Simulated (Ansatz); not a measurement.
# Os: relaxation of cell and atoms with rPW86-PBE+D3(BJ)

The system is Os.

```xyz
2
Lattice="2.9452 0.0000 0.0000 -1.4726 2.5506 0.0000 0.0000 0.0000 4.6533" Properties=species:S:1:pos:R:3 pbc="T T T"
Os    1.4726    0.8502    3.4899
Os    0.0000    1.7004    1.1633
```

The cell isn't the ideal one: volume scaled by 1.25.

| Item | Value |
| --- | --- |
| Program | Ansatz 0.2.0 |
| Task | relaxation of cell and atoms |
| Functional | rPW86-PBE |
| Dispersion | D3(BJ) |
| Potentials or basis | all-electron LAPW, relativistic spinors |
| Basis error allowed | 0.001 eV/atom |
| k mesh | 8 × 8 × 4 |
| Occupations | gaussian, width 0.15 eV |
| Spin | spin-orbit coupling, no magnetisation |

```
Relaxed volume                         : 14.59 Å³/atom
Relaxed cell                           : a = 2.775 Å, b = 2.775 Å, c = 4.375 Å, α = 90.00°, β = 90.00°, γ = 120.00°
Space group after relaxing (to 0.05 Å) : P6_3/mmc (No. 194)
Energy gained by relaxing              : 463.3 meV/atom
Ionic steps                            : 6
Pressure after relaxing                : 0.0 GPa
```

The path:
| step | energy change (eV) | largest force (eV/Å) | volume (Å³) |
| --- | --- | --- | --- |
| 1 | 0.0000 | 0.0000 | 34.96 |
| 2 | -0.8813 | 0.0000 | 30.28 |
| 3 | -0.9162 | 0.0000 | 28.67 |
| 4 | -0.9264 | 0.0000 | 29.21 |
| 5 | -0.9265 | 0.0000 | 29.17 |
| 6 | -0.9265 | 0.0000 | 29.17 |

Final structure:
```
CELL_PARAMETERS angstrom
2.77497 0.00000 0.00000
-1.38749 2.40320 0.00000
0.00000 0.00000 4.37474
ATOMIC_POSITIONS crystal
Os 0.66667 0.33333 0.75000
Os 0.33333 0.66667 0.25000
```

Wall time 13 min on 1 thread of Arm Neoverse V1, with other jobs on the host, peak memory 0.68 GiB.
